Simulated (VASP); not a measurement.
# BaTiO3 (P4mm) in VASP: notebook

Aim: see how the results for BaTiO3 move with the level of theory and the settings. Levels: PBE, r2SCAN. Tasks: G0W0 quasiparticle levels, phonons.

Everything below comes from runs of VASP 6.6.1. Logs are shortened: lines on timing, memory, paths and dates and some standing lists are left out, and cuts for length are marked.

### Step 1. The crystal as given

Symmetry: P4mm, No. 99, tetragonal system. The conventional cell has a = 3.967 Å, b = 3.967 Å, c = 4.066 Å, α = 90.00°, β = 90.00°, γ = 90.00°. Ba (site symmetry 4mm) is surrounded by 12 O at 2.79 to 2.89 Å. Around Ti (site symmetry 4mm) lie 5 O at 1.84 to 1.99 Å. O (site symmetry 4mm) is surrounded by 1 Ti at 1.84 Å. O (site symmetry 2mm) is surrounded by 2 Ti at 1.99 Å.

### Step 2. G0W0 quasiparticle levels, PBE

Input file POSCAR:

```
BaTiO3                                  
1.0
    3.9671433931      0.0000000000      0.0000000000
    0.0000000000      3.9671433931      0.0000000000
    0.0000000000      0.0000000000      4.0656695141
  Ba              Ti              O             
     1     1     3
Direct
     0.0000000000000000    1.0000000000000000    0.9986017954936577
     0.5000000000000000    0.5000000000000000    0.4819255835919415
     0.5000000000000000    0.5000000000000000    0.0291004934666255
     0.5000000000000000    1.0000000000000000    0.5166860637238945
     0.0000000000000000    0.5000000000000000    0.5166860637238945
```

Input file INCAR.step1:

```
PREC = Accurate ; ENCUT = 500
EDIFF = 1E-8 ; ISMEAR = 0
SIGMA = 0.01 ; LREAL = False
LASPH = True ; NELM = 80
ALGO = Normal ; LWAVE = True
LCHARG = False ; GGA = PE
KPAR = 4
```

Input file INCAR.step2:

```
PREC = Accurate ; ENCUT = 500
EDIFF = 1E-8 ; ISMEAR = 0
SIGMA = 0.01 ; LREAL = False
LASPH = True ; NELM = 1
ALGO = Exact ; LWAVE = True
LCHARG = False ; GGA = PE
KPAR = 4 ; NBANDS = 261
LOPTICS = True ; ISTART = 1
```

Input file INCAR.step3:

```
PREC = Accurate ; ENCUT = 500
EDIFF = 1E-8 ; ISMEAR = 0
SIGMA = 0.01 ; LREAL = False
LASPH = True ; ALGO = EVGW0
LWAVE = False ; LCHARG = False
GGA = PE ; KPAR = 4
NELMGW = 1 ; NBANDS = 261
ENCUTGW = 150 ; NOMEGA = 48
PRECFOCK = Fast ; ISTART = 1
NBANDSGW = 28
```

Input file KPOINTS:

```
regular mesh
0
Gamma
  4 4 4
```

Potentials or basis: VASP PAW PBE potentials, release 64 (Ba_sv_GW, Ti_sv_GW, O_GW).

The run is started by

```sh
$ cat potpaw_PBE.64/Ba_sv_GW/POTCAR potpaw_PBE.64/Ti_sv_GW/POTCAR potpaw_PBE.64/O_GW/POTCAR > POTCAR
$ cp INCAR.step1 INCAR
$ mpirun -np 4 vasp_std > vasp.out
$ cp INCAR.step2 INCAR
$ mpirun -np 4 vasp_std > vasp.out
$ cp INCAR.step3 INCAR
$ mpirun -np 4 vasp_std > vasp.out
```

OUTCAR:

```text
PREC = Accurate
   ENCUT = 500
   EDIFF = 1E-8
   ISMEAR = 0
   LREAL = False
   LASPH = True
   GGA = PE
   NELMGW = 1
   ENCUTGW = 150
   PRECFOCK = Fast
   ISTART = 1

 ion  position               nearest neighbor table
   1  0.000  0.000  0.999-
   2  0.500  0.500  0.482-   3 1.84   4 1.99   5 1.99   4 1.99   5 1.99   3 2.22
   3  0.500  0.500  0.029-   2 1.84   2 2.22
   4  0.500  0.000  0.517-   2 1.99   2 1.99
   5  0.000  0.500  0.517-   2 1.99   2 1.99

  LATTYP: Found a simple tetragonal cell.
 ALAT       =     3.9671433931
 C/A-ratio  =     1.0248355331

  Lattice vectors:

 A1 = (   3.9671433931,   0.0000000000,   0.0000000000)
 A2 = (   0.0000000000,   3.9671433931,   0.0000000000)
 A3 = (   0.0000000000,   0.0000000000,   4.0656695141)

Analysis of symmetry for initial positions (statically):
=====================================================================
 Subroutine PRICEL returns:
 Original cell was already a primitive cell.

 Routine SETGRP: Setting up the symmetry group for a
 simple tetragonal supercell.

 Subroutine GETGRP returns: Found  8 space group operations
 (whereof  8 operations were pure point group operations)
 out of a pool of 16 trial point group operations.

The static configuration has the point symmetry C_4v.

Analysis of symmetry for dynamics (positions and initial velocities):
=====================================================================
 Subroutine PRICEL returns:
 Original cell was already a primitive cell.

 Routine SETGRP: Setting up the symmetry group for a
 simple tetragonal supercell.

 Subroutine GETGRP returns: Found  8 space group operations
 (whereof  8 operations were pure point group operations)
 out of a pool of 16 trial point group operations.

The dynamic configuration has the point symmetry C_4v.

 Subroutine INISYM returns: Found  8 space group operations
 (whereof  8 operations are pure point group operations),
 and found     1 'primitive' translations

----------------------------------------------------------------------------------------

                                     Primitive cell

  volume of cell :      63.9864

  direct lattice vectors                    reciprocal lattice vectors
     3.967143393  0.000000000  0.000000000     0.252070546  0.000000000  0.000000000
     0.000000000  3.967143393  0.000000000     0.000000000  0.252070546  0.000000000
     0.000000000  0.000000000  4.065669514     0.000000000  0.000000000  0.245961950

  length of vectors
     3.967143393  3.967143393  4.065669514     0.252070546  0.252070546  0.245961950

  position of ions in fractional coordinates (direct lattice)
     0.000000000  0.000000000  0.998601795
     0.500000000  0.500000000  0.481925584
     0.500000000  0.500000000  0.029100493
     0.500000000  0.000000000  0.516686064
     0.000000000  0.500000000  0.516686064

  ion indices of the primitive-cell ions
   primitive index   ion index
                 1           1
                 2           2
                 3           3
                 4           4
                 5           5

----------------------------------------------------------------------------------------

 KPOINTS: regular mesh

Automatic generation of k-mesh.
 Grid dimensions read from file:
 generate k-points for:    4    4    4

 Generating k-lattice:

  Cartesian coordinates                     Fractional coordinates (reciprocal lattice)
     0.063017636  0.000000000  0.000000000     0.250000000  0.000000000  0.000000000
     0.000000000  0.063017636  0.000000000     0.000000000  0.250000000  0.000000000
     0.000000000  0.000000000  0.061490487     0.000000000  0.000000000  0.250000000

  Length of vectors
     0.063017636  0.063017636  0.061490487

  Shift w.r.t. Gamma in fractional coordinates (k-lattice)
     0.000000000  0.000000000  0.000000000

 Subroutine IBZKPT returns following result:
 ===========================================

 Found     18 irreducible k-points:

 Following reciprocal coordinates:
            Coordinates               Weight
  0.000000  0.000000  0.000000      1.000000
  0.250000  0.000000  0.000000      4.000000
  0.500000  0.000000  0.000000      2.000000
  0.250000  0.250000  0.000000      4.000000
  0.500000  0.250000  0.000000      4.000000
  0.500000  0.500000  0.000000      1.000000
[... 10 lines left out ...]
  0.500000  0.250000  0.500000      4.000000
  0.500000  0.500000  0.500000      1.000000
   k-points           NKPTS =     18   k-points in BZ     NKDIM =     64   number of bands    NBANDS=    261
   number of dos      NEDOS =    301   number of ions     NIONS =      5
   total plane-waves  NPLWV =  27000
   dimension x,y,z NGX =    30 NGY =   30 NGZ =   30
   dimension x,y,z NGXF=    60 NGYF=   60 NGZF=   60
   ions per type =               1   1   3
   NGX,Y,Z   is equivalent  to a cutoff of  12.57, 12.57, 12.27 a.u.
   NGXF,Y,Z  is equivalent  to a cutoff of  25.14, 25.14, 24.53 a.u.
 SYSTEM =  unknown system
   PREC   = accura    normal or accurate (medium, high low for compatibility)
   ISTART =      1    job   : 0-new  1-cont  2-samecut
   ICHARG =      0    charge: 1-file 2-atom 10-const
   ISPIN  =      1    spin polarized calculation?
   LNONCOLLINEAR =      F non collinear calculations
   LSORBIT =      F    spin-orbit coupling
   LASPH  =      T    aspherical Exc in radial PAW
   ENCUT  =  500.0 eV  36.75 Ry    6.06 a.u.   7.23  7.23  7.41*2*pi/ulx,y,z
   NELM   =     60;   NELMIN=  2; NELMDL=  0     # of ELM steps
   EDIFF  = 0.1E-07   stopping-criterion for ELM
   LREAL  =      F    real-space projection
   EDIFFG = 0.1E-06   stopping-criterion for IOM
   NSW    =      0    number of steps for IOM
   IBRION =     -1    ionic relax: 0-MD 1-quasi-New 2-CG
   NFREE  =      0    steps in history (QN), initial steepest desc. (CG)
   ISIF   =      0    stress and relaxation
   ISYM   =      3    0-nonsym 1-usesym 2-fastsym
   POTIM  = 0.5000    time-step for ionic-motion
   TEBEG  =    0.0;   TEEND  =   0.0 temperature during run
   PSTRESS=    0.0 pullay stress
   NELECT =      40.0000    total number of electrons
   NUPDOWN=      -1.0000    fix difference up-down
   EMIN   =  10.00;   EMAX   =-10.00  energy-range for DOS
   EFERMI =   0.00;   METHOD = LEGACY
   ISMEAR =     0;   SIGMA  =   0.01  broadening in eV -4-tet -1-fermi 0-gaus
   EFERMI_NEDOS =   21; number of points for ismear=-14 and -15
   IALGO  =     38    algorithm
   IMIX   =      4    mixing-type and parameters
     AMIX     =   0.40;   BMIX     =  1.00
     AMIX_MAG =   1.60;   BMIX_MAG =  1.00
  volume/ion in A,a.u.               =      12.80        86.36
  Fermi-wavevector in a.u.,A,eV,Ry     =   1.399799  2.645236 26.659745  1.959436
  Thomas-Fermi vector in A             =   2.522822
   LORBIT       =      0    0 simple, 1 ext, 2 COOP (PROOUT), +10 PAW based schemes
   GGA     = PE    functional components
   LHFCALC =     T    Hartree Fock is set to
   PRECFOCK=fast      Normal, Fast or Accurate (Low or Medium for compatibility)
   ENCUT4O =  -1.0   cutoff for four orbital integrals eV
   NKREDX  =     1    reduce k-point grid by
   NKREDY  =     1    reduce k-point grid by
   NKREDZ  =     1    reduce k-point grid by
   AEXX    =    1.0000 exact exchange contribution
   HFSCREEN=    0.0000 screening length (either q_TF or 0.3 A-1)
   HFSCREENC=   0.0000 screening length for correlation (either q_TF or 0.3 A-1)
   ENCUTFOCK=  -1.0 apply spherical cutoff to Coloumb kernel
   IVDW    =     0    specifies the selected vdW correction
   LEPSILON=     F    determine dielectric tensor
   LRPA    =     F    only Hartree local field effects (RPA)
   LRPAFORCE           =     F    calculate RPA forces
   ENCUTGW             = 150.0    cutoff for response function in eV
   ENCUTGWSOFT         = 120.0    soft cutoff for Coulomb kernel in GW response function in eV
   ENCUTLF             =  -1.0    cutoff for local field effects
   NELMGW              =     1    number of iterations in solving QP/BSE equation
   NELMHF              =     1    number of iterations in the inner HF iteration
   NKREDLFX            =     1    NKREDLFY  =   1   NKREDLFZ  =   1
 non-spin polarized calculation
 Gauss-broadening in eV      SIGMA  =   0.01
  energy-cutoff  :      500.00
  volume of cell :       63.99
 maximum number of plane-waves:      1639
 NGX is ok and might be reduce to    30
  NGX = 16; NGY = 16; NGZ = 16
   NGX = 15   NGY = 15   NGZ = 15
 maximum number of plane-waves:       280

 QP shifts <psi_nk| G(iteration)W_0 |psi_nk>: iteration 1
 for sc-GW calculations column KS-energies equals QP-energies in previous step
 and V_xc(KS)=  KS-energies - (<T + V_ion + V_H > + <T+V_H+V_ion>^1  + <V_x>^1)

 k-point   1 :       0.0000    0.0000    0.0000
  band No.  KS-energies  QP-energies   sigma(KS)   V_xc(KS)     V^pw_x(r,r')   Z            occupation Imag(sigma)

      1     -50.9333     -51.9599     -26.7180     -24.9709     -41.6879       0.5876       2.0000       1.8338
      2     -27.2335     -28.1291     -25.4798     -24.1088     -34.6468       0.6533       2.0000       1.1122
      3     -27.1606     -28.0273     -25.4587     -24.1232     -34.6102       0.6490       2.0000       1.0397
      4     -27.1606     -28.0273     -25.4587     -24.1232     -34.6102       0.6490       2.0000       1.0397
      5     -19.2409     -20.4551     -16.8725     -15.1300     -24.5641       0.6968       2.0000       1.7061
      6     -11.4306     -12.7460     -21.2233     -19.2459     -30.6434       0.6652       2.0000       1.4794
[... 20 lines left out ...]
     27      10.7289      11.2560      -9.4765     -10.1149      -5.2505       0.8257       0.0000      -0.2303
     28      12.8677      13.5715     -11.0133     -11.8765      -6.5013       0.8153       0.0000      -0.2603

 k-point   2 :       0.2500    0.0000    0.0000
  band No.  KS-energies  QP-energies   sigma(KS)   V_xc(KS)     V^pw_x(r,r')   Z            occupation Imag(sigma)

      1     -50.9327     -51.9596     -26.7148     -24.9716     -41.6884       0.5891       2.0000       1.8344
      2     -27.2321     -28.1282     -25.4802     -24.1108     -34.6457       0.6544       2.0000       1.1108
      3     -27.1899     -28.0339     -25.3951     -24.0802     -34.5939       0.6419       2.0000       1.0553
      4     -27.1596     -28.0263     -25.4585     -24.1252     -34.6078       0.6501       2.0000       1.0379
      5     -19.1766     -20.3874     -16.9009     -15.1641     -24.5401       0.6972       2.0000       1.6762
      6     -11.5107     -12.8481     -21.0645     -19.0538     -30.4330       0.6652       2.0000       1.4869
[... 20 lines left out ...]
     27      11.7511      12.4346     -10.3101     -11.1490      -6.0246       0.8147       0.0000      -0.2509
     28      13.9030      14.7899     -10.7753     -11.8789      -5.8699       0.8036       0.0000      -0.3340

 k-point   3 :       0.5000    0.0000    0.0000
  band No.  KS-energies  QP-energies   sigma(KS)   V_xc(KS)     V^pw_x(r,r')   Z            occupation Imag(sigma)

      1     -50.9322     -51.9606     -26.7117     -24.9723     -41.6889       0.5913       2.0000       1.8350
      2     -27.2307     -28.1278     -25.4808     -24.1129     -34.6445       0.6559       2.0000       1.1094
      3     -27.2190     -28.0438     -25.3323     -24.0381     -34.5786       0.6373       2.0000       1.0707
      4     -27.1585     -28.0259     -25.4583     -24.1272     -34.6056       0.6516       2.0000       1.0362
      5     -19.1104     -20.3181     -16.9301     -15.1995     -24.5141       0.6979       2.0000       1.6449
      6     -11.6756     -13.0223     -20.8039     -18.7760     -30.1665       0.6641       2.0000       1.5088
[... 20 lines left out ...]
     27      13.1982      14.0141     -10.9484     -11.9587      -6.4676       0.8076       0.0000      -0.2857
     28      13.7478      14.5795     -10.2181     -11.2412      -5.5579       0.8129       0.0000      -0.2807

 k-point   4 :       0.2500    0.2500    0.0000
  band No.  KS-energies  QP-energies   sigma(KS)   V_xc(KS)     V^pw_x(r,r')   Z            occupation Imag(sigma)

      1     -50.9321     -51.9622     -26.7116     -24.9723     -41.6889       0.5922       2.0000       1.8349
      2     -27.2308     -28.1270     -25.4803     -24.1127     -34.6442       0.6553       2.0000       1.1094
      3     -27.1884     -28.0332     -25.3960     -24.0836     -34.5928       0.6437       2.0000       1.0529
      4     -27.1884     -28.0332     -25.3960     -24.0836     -34.5928       0.6437       2.0000       1.0529
      5     -19.1237     -20.3333     -16.9219     -15.1894     -24.5221       0.6982       2.0000       1.6549
      6     -11.4157     -12.7814     -21.1852     -19.1467     -30.4947       0.6700       2.0000       1.4742
[... 404 lines left out ...]
     27      13.6651      14.6210     -11.6159     -12.8135      -6.7323       0.7983       0.0000      -0.3314
     28      13.7507      14.7896     -11.9854     -13.2898      -7.3099       0.7965       0.0000      -0.3241

 k-point  17 :       0.5000    0.2500    0.5000
  band No.  KS-energies  QP-energies   sigma(KS)   V_xc(KS)     V^pw_x(r,r')   Z            occupation Imag(sigma)

      1     -50.9308     -51.9698     -26.7047     -24.9739     -41.6903       0.6003       2.0000       1.8363
      2     -27.2722     -28.1328     -25.3852     -24.0523     -34.6150       0.6457       2.0000       1.1311
      3     -27.2144     -28.0383     -25.3364     -24.0493     -34.5785       0.6401       2.0000       1.0641
      4     -27.1850     -28.0321     -25.3965     -24.0907     -34.5892       0.6487       2.0000       1.0481
      5     -19.0078     -20.2145     -16.9659     -15.2483     -24.4956       0.7026       2.0000       1.6183
      6     -10.7914     -12.1415     -21.8184     -19.8037     -31.1143       0.6701       2.0000       1.4229
[... 20 lines left out ...]
     27      13.5284      14.4563     -11.4536     -12.6070      -6.8009       0.8044       0.0000      -0.3063
     28      13.9230      15.1039     -14.3239     -15.8668      -8.8741       0.7654       0.0000      -0.4433

 k-point  18 :       0.5000    0.5000    0.5000
  band No.  KS-energies  QP-energies   sigma(KS)   V_xc(KS)     V^pw_x(r,r')   Z            occupation Imag(sigma)

      1     -50.9303     -51.9684     -26.7015     -24.9746     -41.6907       0.6012       2.0000       1.8369
      2     -27.2708     -28.1304     -25.3858     -24.0551     -34.6137       0.6460       2.0000       1.1294
      3     -27.2131     -28.0361     -25.3363     -24.0522     -34.5766       0.6410       2.0000       1.0622
      4     -27.2131     -28.0361     -25.3363     -24.0522     -34.5766       0.6410       2.0000       1.0622
      5     -18.9704     -20.1737     -16.9852     -15.2758     -24.5022       0.7039       2.0000       1.6118
      6     -10.6574     -12.0840     -22.2023     -20.1199     -31.3321       0.6850       2.0000       1.3821
[... 20 lines left out ...]
     27      13.3603      14.9390     -21.1423     -23.4402     -14.1261       0.6870       0.0000      -0.6883
     28      13.4974      14.9747     -18.9131     -20.9940     -12.3233       0.7099       0.0000      -0.6178
```

Wall time 9.4 min (4 MPI ranks of AMD EPYC 9R45 (Zen 5), shared host); peak memory 1.3 GiB.

What came out:

```
Band gap on the k mesh, mean-field level : 1.86 eV, indirect (least direct gap 2.26 eV)
Quasiparticle gap                        : 3.56 eV
Least direct quasiparticle gap           : 3.95 eV
```

Levels at points of the mesh, in eV from the valence-band top:
```csv
k point,band 16,band 17,band 18,band 19,band 20,band 21,band 22,band 23,band 24
"(0.00, 0.00, 0.00)",-1.46,-1.27,-0.51,-0.40,-0.40,1.86,2.25,2.25,4.21
"(0.50, 0.00, 0.00)",-1.96,-1.91,-1.71,-1.19,-1.01,2.34,3.60,3.67,4.22
"(0.50, 0.50, 0.00)",-2.85,-1.84,-1.01,-1.01,-0.04,3.70,3.70,4.08,4.62
"(0.00, 0.00, 0.50)",-2.03,-1.98,-1.97,-0.69,-0.69,1.98,3.60,3.60,4.16
"(0.50, 0.00, 0.50)",-2.68,-1.76,-0.98,-0.94,-0.28,3.63,3.64,3.99,5.01
"(0.50, 0.50, 0.50)",-2.45,-2.45,-0.24,-0.24,0.00,4.23,4.23,4.29,6.56
```

Caveat: bands, screening cutoff and mesh are small and nothing is extrapolated, so the quasiparticle values aren't converged; spin-orbit coupling is left out, which moves the levels of the heavy elements. A k mesh can miss the band edges.

[end of part 1 of 2]
